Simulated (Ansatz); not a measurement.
**CuI: an elastic constant from a strain scan**

Computed with DFT PBE, scalar-relativistic, plane waves, PAW in Ansatz. The runs took a 420 eV cutoff, a Γ-centred 14×14×14 mesh and Gaussian smearing (0.15 eV). Spin–orbit coupling is left out, which matters for the heavy elements here. No spin polarisation. Energies are free energies at this smearing, counted from the undisturbed cell; pressure is positive in compression.

Zero of the scan (as given, not relaxed at this level; it stands at 0.3 GPa; this rock-salt form isn't the usual structure):

```
CELL_PARAMETERS angstrom
0.00000 2.86209 2.86209
2.86209 0.00000 2.86209
2.86209 2.86209 0.00000
ATOMIC_POSITIONS crystal
Cu 0.00000 0.00000 0.00000
I 0.50000 0.50000 0.50000
```

The cell is strained by ε times the Voigt pattern (0, 0, 0, 1, 0, 0) (xx, yy, zz, yz, xz, xy; engineering shear) with fractional coordinates fixed. The cell holds 2 atoms in V0 = 46.89 Å³. The stress column is τ = (1/V0) dE/dε, got from the stress tensor σ (compression positive) at each point as −det(1 + εP) σ : P(1 + εP)⁻¹, with P the pattern as a tensor.

| ε | ΔE (meV/atom) | τ (GPa) |
| --- | --- | --- |
| -0.0525 | 4.006 | -1.048 |
| -0.0450 | 2.939 | -0.896 |
| -0.0300 | 1.303 | -0.595 |
| -0.0150 | 0.324 | -0.297 |
| 0.0000 | 0.000 | 0.000 |
| 0.0150 | 0.324 | 0.297 |
| 0.0300 | 1.303 | 0.595 |
| 0.0450 | 2.939 | 0.896 |
| 0.0525 | 4.006 | 1.048 |
| 0.0600 | ? | ? |

**Question.** Which combination of elastic constants does this scan measure, and how large is it?

**Answer.** For small ε, τ = τ0 + Kε with K = pᵀCp, which for this pattern is C44 in the cubic axes. The parabola through τ at ε = -0.0150, 0 and 0.0150 has slope K = 19.8 GPa at zero. The energies per cell, E = NΔE, of the same two points give K = 2[E(ε₊)/ε₊ − E(ε₋)/ε₋]/[(ε₊ − ε₋)V0] = 19.7 GPa, in agreement.

**Question.** Predict the withheld row at ε = 0.0600 from the harmonic law, and compare.

**Answer.** ΔE = V0(τ0 ε + Kε²/2)/N = 5.210 meV/atom and τ = 1.19 GPa. The calculation gives 5.240 meV/atom and 1.20 GPa, a miss of 0.6 % of the harmonic energy, so the harmonic law still holds here.

No gap shows at this level, though a semilocal functional can close a small gap that the real compound has; without a gap these slopes depend on the k mesh and the smearing.